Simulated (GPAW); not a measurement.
# BaS (Fm-3m) in GPAW: a series of runs, part 2 of 2

GPAW 26.7.0. The steps go on from the part before.

**6. Band structure, PBEsol, spin-orbit coupling, no magnetisation**

The input, run.py:

```python
import numpy as np
from ase.dft.bandgap import bandgap
from ase.io import read, write
from ase.units import GPa
from gpaw import GPAW, PW, setup_paths
from gpaw.spinorbit import soc_eigenstates

setup_paths.insert(0, '.')

atoms = read('POSCAR')

calc = GPAW(mode=PW(600),
            xc='PBEsol',
            kpts={'size': (5, 5, 5), 'gamma': True},
            occupations={'name': 'fermi-dirac', 'width': 0.05},
            nbands=16,
            convergence={'density': 1e-05, 'energy': 1e-05},
            maxiter=150,
            txt='gpaw.txt')
atoms.calc = calc
energy = atoms.get_potential_energy()
forces = atoms.get_forces()
stress = atoms.get_stress()
calc.write('gs.gpw')
write('result.traj', atoms)
print(f'Energy: {energy:.6f} eV')
print('Forces (eV/A):')
print(forces.round(4))
print('Stress (GPa):', (stress / GPa).round(3))
print('Fermi level:', round(calc.get_fermi_level(), 4), 'eV')
print(f'Gap: {bandgap(calc)[0]:.4f} eV, direct: {bandgap(calc, direct=True)[0]:.4f} eV')

path = atoms.cell.bandpath('GXWKGLUWLK,UX', npoints=60, eps=1e-4)
bs_calc = calc.fixed_density(kpts=path, symmetry='off', nbands=29,
                             convergence={'bands': 'CBM+6.0', 'eigenstates': 1e-6}, txt='bands.txt')
bs = bs_calc.band_structure()
bs.write('bs.json')
print(f'Gap on the path: {bandgap(bs_calc)[0]:.4f} eV')

soc = soc_eigenstates(bs_calc, theta=0, phi=0)
np.savetxt('soc_bands.dat', soc.eigenvalues(), fmt='%.4f')
mesh = soc_eigenstates('gs.gpw', theta=0, phi=0)
np.savetxt('soc_mesh.dat', mesh.eigenvalues(), fmt='%.4f')
print('Fermi level with spin-orbit coupling:', round(mesh.fermi_level, 4), 'eV')
```

The input, POSCAR:

```
BaS
1.0
    0.0000000000      3.1937500000      3.1937500000
    3.1937500000      0.0000000000      3.1937500000
    3.1937500000      3.1937500000      0.0000000000
Ba S
1 1
Direct
    0.0000000000      0.0000000000      0.0000000000
    0.5000000000      0.5000000000      0.5000000000
```

Potentials or basis: PAW data sets generated in the run's folder for this functional, pw.

Run with:

```bash
$ gpaw-setup -f PBEsol Ba S
$ OMP_NUM_THREADS=1 python run.py
```

Run time: 52 s. Hardware: 1 thread of Arm Neoverse V1, shared host; peak memory 0.28 GiB.

Results (log left out):

* Free energy: -10.6911 eV
* Pressure: -0.7 GPa
* Band gap on the k mesh: 2.07 eV, indirect (least direct gap 2.18 eV)
* Band gap along the path: 1.95 eV, indirect (least direct gap 2.04 eV)

Levels at the corners of the path, in eV from the valence-band top:
```csv
point,band 14,band 15,band 16,band 17,band 18,band 19
Γ,0.00,0.00,0.00,3.38,3.38,3.73
X,-0.24,-0.09,-0.09,1.95,1.95,5.86
W,-0.62,-0.46,-0.46,4.13,4.13,4.16
K,-0.66,-0.56,-0.56,3.14,3.14,5.83
Γ,0.00,0.00,0.00,3.38,3.38,3.73
L,-1.16,-1.12,-1.12,5.43,5.43,5.45
U,-0.66,-0.56,-0.56,3.14,3.14,5.83
W,-0.62,-0.46,-0.46,4.13,4.13,4.16
L,-1.16,-1.12,-1.12,5.43,5.43,5.45
K,-0.66,-0.56,-0.56,3.14,3.14,5.83
U,-0.66,-0.56,-0.56,3.14,3.14,5.83
X,-0.24,-0.09,-0.09,1.95,1.95,5.86
```

Caveat: spin-orbit coupling was added after a scalar SCF, so levels and gaps hold it while energy, forces, pressure and moments don't; this program's spin-orbit splittings come out too wide for heavy elements; the mesh misses the band edges, which the band path finds closer together.

**7. Summary**

| level | potentials or basis | spin | k mesh | band points | spin axis theta (degrees) | spin axis phi (degrees) | soc after scf | gap on the mesh (eV) | pressure (GPa) |
| --- | --- | --- | --- | --- | --- | --- | --- | --- | --- |
| PBE | GPAW PAW data sets (gpaw-data 1.2.1), pw | off | 7 × 7 × 7 | 100 | - | - | - | 2.19 | 1.2 |
| PBE | GPAW PAW data sets (gpaw-data 1.2.1), pw | SOC, no magnetisation | 5 × 5 × 5 | 80 | 90 | 0 | second variation | 2.19 | 1.2 |
| LDA | the program's PAW data sets (release 1.2.1) made for this functional, pw | off | 7 × 7 × 7 | 60 | - | - | - | 1.99 | -2.1 |
| PBEsol | PAW data sets generated in the run's folder for this functional, pw | off | 7 × 7 × 7 | 80 | - | - | - | 2.07 | -0.8 |
| PBEsol | PAW data sets generated in the run's folder for this functional, pw | SOC, no magnetisation | 5 × 5 × 5 | 60 | 0 | 0 | second variation | 2.07 | -0.7 |

Alike in all rows: task band structure; cell as given; cutoff (eV) 600; smearing fermi-dirac 0.05 eV.

Caveats: spin-orbit coupling is left out, which moves the levels of the heavy elements (some runs); spin-orbit coupling was added after a scalar SCF, so levels and gaps hold it while energy, forces, pressure and moments don't (some runs); this program's spin-orbit splittings come out too wide for heavy elements (some runs); the mesh misses the band edges, which the band path finds closer together (some runs).

Absolute energies hang on the potentials; compare differences alone.

**8. How close it comes**

Step 2. A measured gap of BaS is 3.806 eV (indirect; 2 K; a printed reference work, monograph, original work of 1988); the calculated 2.13 eV misses it by -1.67 eV. Spin-orbit coupling on Ba is left out. The value is that of PBE, without temperature or zero-point motion. Semilocal functionals fall short of measured gaps as a rule.

Step 3. Measured gap of BaS: 3.806 eV (indirect; 2 K; a printed reference work, monograph, original work of 1988). This calculation gives 2.08 eV (-1.73 eV). The value is that of PBE, without temperature or zero-point motion. Semilocal functionals fall short of measured gaps as a rule.

Step 4. A measured gap of BaS is 3.806 eV (indirect; 2 K; a printed reference work, monograph, original work of 1988); the calculated 1.93 eV misses it by -1.87 eV. Spin-orbit coupling on Ba is left out. The value is that of LDA, without temperature or zero-point motion. Semilocal functionals fall short of measured gaps as a rule.

Step 5. Measured gap of BaS: 3.806 eV (indirect; 2 K; a printed reference work, monograph, original work of 1988). This calculation gives 2.01 eV (-1.80 eV). Spin-orbit coupling on Ba is left out. The value is that of PBEsol, without temperature or zero-point motion. Semilocal functionals fall short of measured gaps as a rule.

Step 6. Measured gap of BaS: 3.806 eV (indirect; 2 K; a printed reference work, monograph, original work of 1988). This calculation gives 1.95 eV (-1.85 eV). The value is that of PBEsol, without temperature or zero-point motion. Semilocal functionals fall short of measured gaps as a rule.
